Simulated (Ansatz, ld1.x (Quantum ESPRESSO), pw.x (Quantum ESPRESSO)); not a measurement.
# phosphorus (fcc): variants of one ultrasoft potential in the solid

ld1.x (Quantum ESPRESSO) 7.5 input, shortened:

```
&input
   title='P', zed=15., rel=1, dft='PBE', iswitch=3,
   config='[Ne] 3s2 3p3'
 /
 &inputp
   pseudotype=3, tm=.true., lloc=-1, rcloc=1.40,
   nlcc=.true., new_core_ps=.true.,
   which_augfun='PSQ', rmatch_augfun_nc=.true.
 /
4
3S  1  0   2.00   0.00  1.50  1.65  0.0
3S  1  0   0.00  -0.30  1.50  1.65  0.0
3P  2  1   3.00   0.00  1.65  2.15  0.0
3P  2  1   0.00   0.20  1.65  2.15  0.0
 &test
   configts(1)='3s2 3p3'
 /
```

Crystal test: fcc P in pw.x 7.5, no spin, 14³ k-points, Fermi–Dirac smearing 0.01 Ry, cutoffs set for each file from its atomic test. The reference is all-electron LAPW (Ansatz 0.2.0) with the same functional, mesh and smearing; V0 and B0 come from Birch–Murnaghan fits to the pressures at five volumes. Errors are pseudo minus all-electron; Δ is the rms difference of the E(V) curves that follow from these fits, minima aligned, over ±6 % about the mean V0. Mesh and smearing are coarse, so the numbers serve the comparison and aren't converged zero-temperature values; the lattice is a test structure that the element need not adopt.

All-electron: a0 = 3.878 Å (V0 = 14.58 Å³/atom), B0 = 88.9 GPa.

Base: This is a poor potential for the solid.

1 further variants are left out: they gave no file fit for a test, a broken result, the same result as the base, or pressures whose basis-set error rivals the error shown.

A dash in a converged row means that the minimum lies outside the volumes sampled.

```csv
change,cutoffs (Ry),pw.x,a0 (Å),a0 error (%),B0 error (%),Δ (meV/atom),mean pressure error (GPa)
base,40/320,converged,3.939,+1.58,-0.3,13.6,+4.37
"augmentation PSQ, radius 1.40 bohr",40/320,converged,3.939,+1.58,-0.4,13.6,+4.36
core correction Bessel-smoothed model core inside 0.72 bohr,40/320,converged,3.941,+1.62,-1.1,14.0,+4.50
"waves 3p (bound): rcut 1.65, rcutus 2.36 bohr; 3p channel at 0.2 Ry: rcut 1.65, rcutus 2.36 bohr",40/320,converged,3.938,+1.57,-0.3,13.6,+4.34
```

(1) Give the row for: local potential all-electron potential smoothed inside 1.70 bohr (lloc = -1).

Answers

(1) pw.x: converged; mean pressure error (GPa): +6.06.
